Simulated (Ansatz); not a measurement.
Starting structure of a cell relaxation (symmetry kept):

```cif
data_structure
_symmetry_space_group_name_H-M 'P 1'
_symmetry_Int_Tables_number 1
_cell_length_a 4.5166
_cell_length_b 4.5166
_cell_length_c 4.5166
_cell_angle_alpha 60.000
_cell_angle_beta 60.000
_cell_angle_gamma 60.000
_cell_volume 65.15
loop_
_atom_site_label
_atom_site_type_symbol
_atom_site_fract_x
_atom_site_fract_y
_atom_site_fract_z
_atom_site_occupancy
Ba1 Ba 0.00000 0.00000 0.00000 1
S1 S 0.50000 0.50000 0.50000 1
```

Computed with DFT PBE, scalar-relativistic, plane waves, PAW (Ansatz 0.2.0).

Settings: cutoff 420 eV, Γ-centred mesh 8×8×8 on the computed 2-atom cell, Gaussian smearing of 0.02 eV; no spin polarisation.

Q: What does it relax to?

A: The volume increases by 0.64 Å³/atom to 33.21 Å³/atom, and the energy falls by 1.6 meV/atom. Final structure:
```xyz
2
Lattice="0.0000 3.2144 3.2144 3.2144 0.0000 3.2144 3.2144 3.2144 0.0000" Properties=species:S:1:pos:R:3 pbc="T T T"
Ba    0.0000    0.0000    0.0000
S     3.2144    3.2144    3.2144
```